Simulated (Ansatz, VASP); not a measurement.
# Two plane-wave programs on LiF

File INCAR:

```
SYSTEM = LiF
ALGO = Normal ; EDIFF = 1E-7
ENCUT = 520 ; GGA = PE
ISIF = 2 ; ISMEAR = -1
LASPH = .TRUE. ; LCHARG = .FALSE.
LREAL = .FALSE. ; LWAVE = .FALSE.
NBANDS = 12 ; NELM = 60
PREC = Accurate ; SIGMA = 0.05
```

Contents of KPOINTS:

```
k-points
0
G
  10 10 10
  0 0 0
```

The input POSCAR:

```
LiF
1.0
    2.5072829716      0.0000000000      0.0000000000
    0.0000000000      2.5072829716      0.0000000000
    0.0000000000      0.0000000000      2.5072829716
F Li
1 1
Direct
    0.5000000000      0.5000000000      0.5000000000
    0.0000000000      0.0000000000      0.0000000000
```

Contents of input.yaml:

```yaml
crystal:
  lattice:
    - [2.5072829716, 0.0, 0.0]
    - [0.0, 2.5072829716, 0.0]
    - [0.0, 0.0, 2.5072829716]
  atoms:
    - { symbol: F, position: [0.5, 0.5, 0.5] }
    - { symbol: Li, position: [0.0, 0.0, 0.0] }
hamiltonian:
  xc: pbe
  pseudopotentials: { kind: paw }
kpoints:
  mp_grid: { grid: [10, 10, 10] }
scf:
  occupations: { method: fermi_dirac, width: 0.05 }
output:
  forces: true
  stress: true
  eigenvalues: true
  write_density: true
  write_potential: true
  elf: true
  volumetric_format: npy
```

Change from the starting cell: volume scaled by 0.94.

Alike in both runs: task single point; functional PBE; k mesh 10 × 10 × 10; occupations fermi-dirac, width 0.05 eV; no spin polarisation.

|  | VASP | Ansatz |
| --- | --- | --- |
| version | VASP 6.6.1 | Ansatz 0.2.0 |
| potentials or method | VASP PAW PBE potentials, release 64 (F, Li_sv) | Ansatz PAW |
| plane-wave cutoff (eV) | 520 | 420 |
| valence electrons in the cell | 10 | 10 |

```csv
,VASP,Ansatz,Ansatz less VASP
gap on the k mesh at the Fermi level (eV),8.04,8.03,-0.013
least direct gap on the mesh (eV),8.77,8.76,-0.014
```

With one functional, cell and mesh, what is left measures potentials, basis and numerics.

 A k mesh can miss the band edges.
